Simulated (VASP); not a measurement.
Na, 1 atom in the cell. It takes space group Im-3m (No. 229, cubic). The conventional cell has a = 4.282 Å, b = 4.282 Å, c = 4.282 Å, α = 90.00°, β = 90.00°, γ = 90.00°. Around Na (site symmetry m-3m) lie 8 Na at 3.71 Å. 

- Program: VASP 6.6.1
- Task: single point
- Functional: PBEsol
- Potentials or basis: VASP PAW PBE potentials, release 54 (Na_pv)
- Cutoff: 520 eV
- k mesh: 9 × 9 × 9
- Occupations: gaussian, width 0.05 eV
- Spin: no spin polarisation
- Further INCAR settings: ALGO = Fast; EDIFF = 1.00e-07

Potentials or basis: VASP PAW PBE potentials, release 54 (Na_pv).

Command:

```sh
$ python run.py
```

Hardware: 1 thread of Intel(R) Xeon(R) Platinum 8488C (Sapphire Rapids), with other jobs on the host.

Problem. Estimate the wall time of this run.

Solution. Wall time 9.6 s on 1 thread of Intel(R) Xeon(R) Platinum 8488C (Sapphire Rapids) (shared host), peak memory 0.14 GiB. Counts: scf iterations 14, k points 35.
